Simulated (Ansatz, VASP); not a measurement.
## KCl in VASP and in Ansatz

```
K Cl
1.0
     0.00000    3.18918    3.18918
     3.18918    0.00000    3.18918
     3.18918    3.18918    0.00000
K Cl
1 1
Direct
  0.00000 0.00000 0.00000
  0.50000 0.50000 0.50000
```

Alike in both runs: functional PBE; k mesh 6 × 6 × 6; occupations gaussian, width 0.02 eV; no spin polarisation.

Ansatz relaxed the structure, and its values are those at the end. VASP's run is a single point on that final structure, the one shown.

```csv
,VASP,Ansatz
version,VASP 6.6.1,Ansatz 0.2.0
potentials or method,"VASP PAW PBE potentials, release 64 (K_sv, Cl)","scalar-relativistic, plane waves, PAW"
plane-wave cutoff (eV),520,420
valence electrons in the cell,16,16
```

|  | VASP | Ansatz | Ansatz less VASP |
| --- | --- | --- | --- |
| gap on the k mesh at the Fermi level (eV) | 5.05 | 5.05 | +0.002 |
| least direct gap on the mesh (eV) | 5.05 | 5.05 | +0.002 |
| pressure (GPa) | 0.0 | 0.0 | -0.02 |

PBE gaps usually lie below the measured ones, often by a third to a half.
